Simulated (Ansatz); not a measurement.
The system is PbSe (Clausthalite).

```xyz
2
Lattice="0.0000 3.0606 3.0606 3.0606 0.0000 3.0606 3.0606 3.0606 0.0000" Properties=species:S:1:pos:R:3 pbc="T T T"
Pb    0.0000    0.0000    0.0000
Se    3.0606    3.0606    3.0606
```

Program: Ansatz 0.2.0. Alike in all runs: task band structure; potentials or basis Ansatz PAW; no spin polarisation; cell as given; k mesh 4 × 4 × 4; smearing fermi-dirac 0.05 eV; the mesh is coarse, so values aren't converged.

Q: Order these runs on this cell by their band gap on the k mesh, lowest first.
A. level HF; cutoff (eV) 420
B. level r2SCAN0; cutoff (eV) 500
C. level r2SCAN50; cutoff (eV) 500
D. level r2SCANh; cutoff (eV) 500

A: D (0.94 eV), B (1.50 eV), C (2.48 eV), A (5.09 eV).

Caveats: all runs use coarse meshes; spin-orbit coupling is left out, which as a rule narrows the gap of such compounds by several tenths of an eV.

